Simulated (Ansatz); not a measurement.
Crystal: Mg.

```
Mg
1.0
     0.00000    2.24426    2.24426
     2.24426    0.00000    2.24426
     2.24426    2.24426    0.00000
Mg
1
Direct
  0.00000 0.00000 0.00000
```

This isn't the form of Mg at room conditions, which is hcp.

| Property | Result |
| --- | --- |
| Program | Ansatz 0.2.0 |
| Task | relaxation of cell and atoms |
| Functional | LDA |
| Potentials or basis | JTH PAW LDA |
| Cutoff | 870 eV |
| Density cutoff | 4350 eV |
| k mesh | 10 × 10 × 10 |
| Occupations | gaussian, width 0.025 eV |
| Spin | collinear spin, ferromagnetic start |
| Starting moments | [0.5] μB |

At the start: volume 22.61 Å³/atom.

Problem. How do energy, volume and symmetry change on relaxing?

Solution. It ends after 4 steps and the volume is 21.81 Å³/atom (-3.5 %); space group Fm-3m (No. 225, to 0.05 Å); moment 0.00 μB per cell.

The path:
| step | energy change (eV) | largest force (eV/Å) | volume (Å³) |
| --- | --- | --- | --- |
| 1 | 0.0000 | 0.0000 | 22.61 |
| 2 | -0.0033 | 0.0000 | 22.00 |
| 3 | -0.0035 | 0.0000 | 21.81 |
| 4 | -0.0033 | 0.0000 | 21.81 |

Final structure:
```
Mg
1.0
     0.00000    2.21772    2.21772
     2.21772    0.00000    2.21772
     2.21772    2.21772    0.00000
Mg
1
Direct
  0.00000 0.00000 0.00000
```

Caveat: the plane-wave basis is chosen anew once the cell has moved, so the energies of steps on either side of that aren't comparable; the starting moments weren't kept.
